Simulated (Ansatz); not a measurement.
# Work and stress of cleavage in HfO₂

Method: Ansatz 0.2.0, DFT PBE, scalar-relativistic, plane waves, PAW. Settings: plane waves to 420 eV, k-mesh 7×7×3 (Γ-centred), Gaussian smearing 0.05 eV. Spin–orbit coupling is left out, which can shift energies with elements as heavy as these. No spin polarisation. Energies are free energies at this smearing, counted from the undisturbed cell; pressure is positive in compression.

Reference structure (relaxed at this level; this fluorite-type form isn't the usual structure):

```yaml
crystal:
  lattice:
    - [2.54881, -2.54881, 0.00000]
    - [2.54881, 0.00000, -2.54881]
    - [5.09761, 5.09761, 5.09761]
  atoms:
    - { symbol: Hf, position: [0.00000, 0.00000, 0.83335] }
    - { symbol: Hf, position: [0.33333, 0.33333, 0.50002] }
    - { symbol: Hf, position: [0.66667, 0.66667, 0.16668] }
    - { symbol: O, position: [0.66667, 0.66667, 0.41668] }
    - { symbol: O, position: [0.00000, 0.00000, 0.08335] }
    - { symbol: O, position: [0.33333, 0.33333, 0.75002] }
    - { symbol: O, position: [0.66667, 0.66667, 0.91668] }
    - { symbol: O, position: [0.00000, 0.00000, 0.58335] }
    - { symbol: O, position: [0.33333, 0.33333, 0.25002] }
```

The cut lies on the cell's a–b face, a (1 1 1) plane (indices in the standard cell, whose axes needn't be the Cartesian ones shown) of area 11.25 Å², between layers 1.47 Å apart. Vector c is lengthened by d along the normal with the atoms' Cartesian places fixed: one unrelaxed cut a cell. The traction is positive where the two halves pull on each other.

| d (Å) | energy (J/m²) | traction (GPa) |
| --- | --- | --- |
| -0.30 | 1.26 | -111.6 |
| -0.15 | 0.23 | -35.5 |
| 0.00 | 0.00 | 0.0 |
| 0.25 | 0.29 | 18.1 |
| 0.50 | 0.75 | 17.2 |
| 0.75 | 1.12 | 12.5 |
| 1.00 | 1.38 | 8.3 |
| 1.50 | 1.66 | 3.4 |
| 2.00 | 1.77 | 1.4 |
| 3.00 | 1.83 | 0.2 |
| 4.50 | 1.84 | 0.0 |
| 6.00 | 1.84 | 0.0 |

Q: What are the work of separation and the cleavage stress, and do they fit the universal binding curve?

A: The energy levels off near W ≈ 1.84 J/m² (the traction is down to 0.0 GPa), the energy of the two unrelaxed faces, 0.92 J/m² each on average. The largest sampled traction is 18.1 GPa at d = 0.25 Å, and a parabola through it and its two neighbours peaks at σ_max ≈ 20.0 GPa, d ≈ 0.36 Å. The curve E = W[1 − (1 + d/ℓ)exp(−d/ℓ)] peaks in traction at d = ℓ with σ_max = W/(eℓ); with 1 J/m² per Å = 10 GPa this W and σ_max give ℓ = 0.34 Å. A parabola through that curve at the same three d peaks at 0.36 Å, against 0.36 Å here, a fair fit. Real crystals break at far lower stress, because cracks concentrate it, and on the plane of lowest W, which needn't be this one.

The cut is rigid; relaxing the faces lowers these energies and usually the stresses.

Cost: 12 runs of about 2 core-minutes in all, on Intel Xeon Platinum 8375C (Ice Lake) (shared hosts).